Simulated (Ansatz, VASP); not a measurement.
## CdS: VASP beside Ansatz

```xyz
2
Lattice="0.0655 2.9100 2.9100 2.9755 0.0000 2.9755 2.9100 2.9100 0.0655" Properties=species:S:1:pos:R:3 pbc="T T T"
Cd    0.0000    0.0000    0.0000
S     4.4632    4.3650    4.4632
```

Change from the starting cell: strain +0.0450 x Voigt [0, 0, 0, 0, 1, 0], atoms carried along.

Alike in both runs: task single point; functional PBE; k mesh 8 × 8 × 8; occupations gaussian, width 0.05 eV; no spin polarisation.

|  | VASP | Ansatz |
| --- | --- | --- |
| version | VASP 6.6.1 | Ansatz 0.2.0 |
| potentials or method | VASP PAW PBE potentials, release 64 (Cd, S) | scalar-relativistic, plane waves, PAW |
| plane-wave cutoff (eV) | 520 | 420 |
| valence electrons in the cell | 18 | 26 |

```tsv
	VASP	Ansatz	Ansatz less VASP
gap on the k mesh at the Fermi level (eV)	1.09	1.08	-0.004
least direct gap on the mesh (eV)	1.09	1.08	-0.004
pressure (GPa)	3.9	3.5	-0.37
largest component of the traceless stress (GPa)	2.59	2.54	-0.055
rms of the force components (eV/Å)	0.196	0.189	-0.0071
```

Atom by atom the forces differ by 0.007 eV/Å (rms over components). The two sets of potentials don't hold the same shells in valence.
